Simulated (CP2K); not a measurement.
TiAl under changes of volume

One of the cells (16.065 Å³/atom); the others are scaled copies at fixed shape and fractional positions:

```
CELL_PARAMETERS angstrom
3.17906 0.00000 0.00000
0.00000 3.17906 0.00000
0.00000 0.00000 3.17906
ATOMIC_POSITIONS crystal
Ti 0.00000 0.00000 0.00000
Al 0.50000 0.50000 0.50000
```

The cell comes from a database or a generator and needn't be the stable form of this composition.

| Property | Result |
| --- | --- |
| Program | CP2K 2026.2 |
| Functional | PBEsol |
| Potentials or basis | POTENTIAL_UZH Ti GTH-PBE-q12, Al GTH-PBE-q3; TZVP-MOLOPT-PBE-GTH basis |
| Density cutoff | 6123 eV |
| k mesh | 8 × 8 × 8 |
| Occupations | fermi-dirac, width 0.05 eV |
| Spin | no spin polarisation |

```csv
volume (Å³/atom),energy over the lowest point (meV/atom),pressure (GPa)
15.101,14.06,6.4
15.422,4.33,3.6
15.743,0.00,1.0
16.065,?,?
16.386,5.65,-3.5
16.707,14.78,-5.4
17.028,27.57,-7.2
```

Problem. What does the run at 16.065 Å³/atom give?

Solution. Energy over the lowest point 0.59 meV/atom; pressure -1.4 GPa.

Worked out: A Birch-Murnaghan fit of order 3 (a polynomial in V^(-2/3)) to the other rows has its minimum at 15.86 Å³/atom with B0 = V·E''(V) = 117 GPa and B' = 3.7. It gives 0.60 meV/atom at 16.065 Å³/atom, against the run's 0.59, and -dE/dV = -1.4 GPa, against -1.4.

Energies are extrapolated to zero smearing.

Caveats: the potentials were made for another functional, which shifts forces and pressure; the basis of atomic orbitals isn't converged, which shifts pressures, moduli and gaps.
